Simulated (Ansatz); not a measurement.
Relaxed bulk ZnS:

```cif
data_structure
_symmetry_space_group_name_H-M 'F-43m'
_symmetry_Int_Tables_number 216
_cell_length_a 5.3565
_cell_length_b 5.3565
_cell_length_c 5.3565
_cell_angle_alpha 90.000
_cell_angle_beta 90.000
_cell_angle_gamma 90.000
_cell_volume 153.69
loop_
_atom_site_label
_atom_site_type_symbol
_atom_site_symmetry_multiplicity
_atom_site_Wyckoff_symbol
_atom_site_fract_x
_atom_site_fract_y
_atom_site_fract_z
_atom_site_occupancy
Zn1 Zn 4 a 0.00000 0.00000 0.00000 1
S1 S 4 c 0.25000 0.25000 0.25000 1
```

Miller indices refer to the conventional cell of F-43m (No. 216), a = 5.357 Å, b = 5.357 Å, c = 5.357 Å, α = 90.00°, β = 90.00°, γ = 90.00°. The bulk's gap is 2.09 eV.

Consider the (110) slab of 6 planes, 9.5 Å thick with 15 Å of vacuum as cut; outer planes ZnS (top) and ZnS (bottom), all atoms relaxed.

Level of theory: Ansatz 0.2.0, DFT PBEsol, scalar-relativistic, plane waves, PAW. Settings: cutoff 420 eV, Γ-centred mesh 7×5×1 on the computed 12-atom cell, Gaussian smearing of 0.05 eV; no spin polarisation. A dipole correction removes the field between periodic images along c.

**Question.** Estimate the surface energy (mean of both faces).

**Answer.** 0.53 J/m².

**Question.** Give the gap of the slab on the mesh.

**Answer.** 2.35 eV.

**Question.** Give the bulk valence band top under the vacuum level.

**Answer.** 6.09 eV.

**Question.** Estimate the bulk conduction band bottom under the vacuum level.

**Answer.** 4.00 eV.

**Question.** The top two planes lie 1.894 Å apart in the bulk. How does relaxation change this?

**Answer.** The spacing becomes 1.708 Å (-9.8 %), and the top plane rumples by 0.590 Å.

An odd mesh misses points on the zone edge, so a gap read on it can be too wide.